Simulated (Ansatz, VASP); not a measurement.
## One calculation of Ti2H7, two programs

```
CELL_PARAMETERS angstrom
0.00000 2.92029 2.92029
2.92029 0.00000 2.92029
2.92029 2.92029 0.00000
ATOMIC_POSITIONS crystal
Ti 0.25000 0.25000 0.25000
Ti 0.75000 0.75000 0.75000
H 0.24113 0.75887 0.75887
H 0.75887 0.24113 0.24113
H 0.75887 0.24113 0.75887
H 0.24113 0.75887 0.24113
H 0.75887 0.75887 0.24113
H 0.24113 0.24113 0.75887
H 0.50000 0.50000 0.50000
```

Alike in both runs: task relaxation of cell and atoms; functional PBE; k mesh 12 × 12 × 12; occupations gaussian, width 0.1 eV; no spin polarisation.

|  | VASP | Ansatz |
| --- | --- | --- |
| version | VASP 6.6.1 | Ansatz 0.2.0 |
| potentials or method | VASP PAW PBE potentials, release 64 (Ti_sv, H) | scalar-relativistic, plane waves, PAW |
| plane-wave cutoff (eV) | 600 | 420 |
| valence electrons in the cell | 31 | 31 |

Ansatz gave:

```
gap on the k mesh at the Fermi level, each at its own relaxed structure (eV) : none
relaxed volume (Å³/atom)                                                     : 5.54
relaxed cell length with the largest relative difference (Å)                 : 4.132
```

Task: Estimate VASP's values.

Result: gap on the k mesh at the Fermi level, each at its own relaxed structure (eV): none; relaxed volume (Å³/atom): 5.53; relaxed cell length with the largest relative difference (Å): 4.130.

A gap of «none» marks a metal or a gap that the smearing closes.

Caveats: the relaxation stopped at its first step, so nothing moved.
